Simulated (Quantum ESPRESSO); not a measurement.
**Pd under changes of volume**

One of the cells (14.750 Å³/atom); the others are scaled copies at fixed shape and fractional positions:

```xyz
1
Lattice="0.0000 1.9465 1.9465 1.9465 0.0000 1.9465 1.9465 1.9465 0.0000" Properties=species:S:1:pos:R:3 pbc="T T T"
Pd    0.0000    0.0000    0.0000
```

- Program: Quantum ESPRESSO 7.5
- Functional: r2SCAN
- Potentials or basis: SG15 PBE 1.2
- Cutoff: 952 eV
- Density cutoff: 3810 eV
- k mesh: 9 × 9 × 9
- Occupations: fermi-dirac, width 0.05 eV
- Spin: no spin polarisation

```tsv
volume (Å³/atom)	energy over the lowest point (meV/atom)	pressure (GPa)
13.865	39.26	14.9
14.160	17.18	9.5
14.455	4.48	4.7
14.750	0.00	0.6
15.045	2.75	-3.1
15.340	11.83	-6.3
15.635	?	?
```

Q: What does the run at 15.635 Å³/atom give?

A: Energy over the lowest point 26.45 meV/atom; pressure -9.1 GPa.

Worked out: A Birch-Murnaghan fit of order 3 (a polynomial in V^(-2/3)) to the other rows has its minimum at 14.78 Å³/atom with B0 = V·E''(V) = 194 GPa and B' = 5.6. It gives 26.46 meV/atom at 15.635 Å³/atom, against the run's 26.45, and -dE/dV = -9.3 GPa, against -9.1.

Energies are extrapolated to zero smearing.

Caveats: the potentials were made for another functional, which shifts forces and pressure.
